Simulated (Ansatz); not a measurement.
# Li: the cost of one run

Method: DFT PBE, scalar-relativistic, plane waves, PAW, in Ansatz 0.2.0.

## Step 1: The starting structure

The structure is cubic, space group Fm-3m (No. 225). The conventional cell has a = 4.320 Å, b = 4.320 Å, c = 4.320 Å, α = 90.00°, β = 90.00°, γ = 90.00°. Li (site symmetry m-3m) has 12 Li at 3.05 Å as nearest neighbours.

Coordinates:

```
CELL_PARAMETERS angstrom
0.00000 2.15985 2.15985
2.15985 0.00000 2.15985
2.15985 2.15985 0.00000
ATOMIC_POSITIONS crystal
Li 0.00000 0.00000 0.00000
```

This cell was relaxed beforehand with the same method: volume 20.15 Å³/atom, gap on the mesh none (metal).

## Step 2: Building the linear chain

A free-standing chain of the crystal's atoms, periodic along c. Atoms and period relax; energies count from the bulk, -204.6900 eV an atom.

The cell holds 1 Li: a = 9.000 Å, b = 9.300 Å, c = 2.749 Å, α = 90.00°, β = 90.00°, γ = 90.00°.

## Step 3: The relaxation run

Pressure and volume refer to the whole cell with its vacuum; only the period along c may change.

The input, input.yaml:

```yaml
crystal:
  lattice:
    - [9.0, 0.0, 0.0]
    - [0.0, 9.3, 0.0]
    - [0.0, 0.0, 2.7490430578]
  atoms:
    - { symbol: Li, position: [0.5, 0.5, 0.0], spin: 0.5 }
basis:
  ecutwfc: 420
kpoints:
  mp_grid: { grid: [1, 1, 23] }
hamiltonian:
  xc: pbe
scf:
  occupations: { method: gaussian, width: 0.05 }
output:
  forces: true
  stress: true
  eigenvalues: true
  populations: true
  write_density: true
  write_potential: true
  elf: true
  volumetric_format: npy
magnetization:
  spin_polarized: true
relax:
  adjacent_minimum: "off"
  f_tol: 0.01
  max_steps: 45
  cell: { fix: [a, b, alpha, beta, gamma], stress_tol: 0.03 }
```

Launch:

```sh
> ansatz run input.yaml --threads 2 --pin off --max-ram 5120MiB --backend cpu --events-out ev --progress --plain --runs-dir out
```

**Question.** How long does this run take on 2 threads of AMD EPYC 9R45 (Zen 5), shared host, and how much memory does it need?

About 5.5 s, with a peak of 0.47 GiB.
